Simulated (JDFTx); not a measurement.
Crystal: N.

```xyz
2
Lattice="2.5195 0.0000 0.0000 -1.2597 2.1819 0.0000 0.0000 0.0000 2.4460" Properties=species:S:1:pos:R:3 pbc="T T T"
N     0.0000    1.4546    1.8345
N     1.2597    0.7273    0.6115
```

The real solid is made of molecules; this cell is a model form.

```yaml
Program: JDFTx 1.7.0 (patched build)
Task: single point
Functional: PBE
Potentials_or_basis: PseudoDojo-SR-PBE-0.5-standard
Cutoff: 1143 eV
Density_cutoff: 4572 eV
k_mesh: 12 × 12 × 11
Occupations: fermi-dirac, width 0.05 eV
Spin: no spin polarisation
```

On this cell: pressure 11.3 GPa; band gap on the k mesh none (metal or under the smearing width).

The same run follows on a disturbed copy (atoms moved at random, drawn with an rms of 0.05 Å):

```
N
1.0
     2.51947    0.00000    0.00000
    -1.25974    2.18193    0.00000
     0.00000    0.00000    2.44600
N
2
Direct
  0.32898 0.66023 0.73606
  0.67162 0.33290 0.25859
```

Problem. What does the disturbed cell give?

Solution. The energy (extrapolated to zero smearing) moves by -30.1 meV/atom; pressure 11.7 GPa; band gap on the k mesh none (metal or under the smearing width).

Stress tensor (GPa, compression positive):
```
11.94 -2.19  0.62
-2.19 15.47  0.49
 0.62  0.49  7.83
```

The energy falls, though the first cell shows no forces: that form is unstable against this distortion, unless noise or another electronic state is at work.
